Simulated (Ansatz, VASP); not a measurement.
Two plane-wave programs on Ni

```
Ni
1.0
     0.00000    1.73757    1.73757
     1.73757    0.00000    1.73757
     1.73757    1.73757    0.00000
Ni
1
Direct
  0.00000 0.00000 0.00000
```

Alike in both runs: task band structure; functional PBE; k mesh 13 × 13 × 13; occupations fermi-dirac, width 0.05 eV; collinear spin, ferromagnetic start.

|  | VASP | Ansatz |
| --- | --- | --- |
| version | VASP 6.6.1 | Ansatz 0.2.0 |
| potentials or method | VASP PAW PBE potentials, release 64 (Ni_GW) | Ansatz PAW |
| plane-wave cutoff (eV) | 550 | 420 |
| valence electrons in the cell | 10 | 18 |

Ansatz gave:

| Property | Result |
| --- | --- |
| gap on the k mesh at the Fermi level (eV) | none |
| pressure (GPa) | 8.1 |
| net moment per atom (μB) | 0.63 |
| size of the moment on the site where the two differ most (μB) | 0.67 |

Q: Estimate VASP's values.

A: gap on the k mesh at the Fermi level (eV): none; pressure (GPa): 6.9; net moment per atom (μB): 0.63; size of the moment on the site where the two differ most (μB): 0.62.

Site moments also hang on the region over which each program counts them. A gap of «none» marks a metal or a gap that the smearing closes. The two sets of potentials don't hold the same shells in valence.
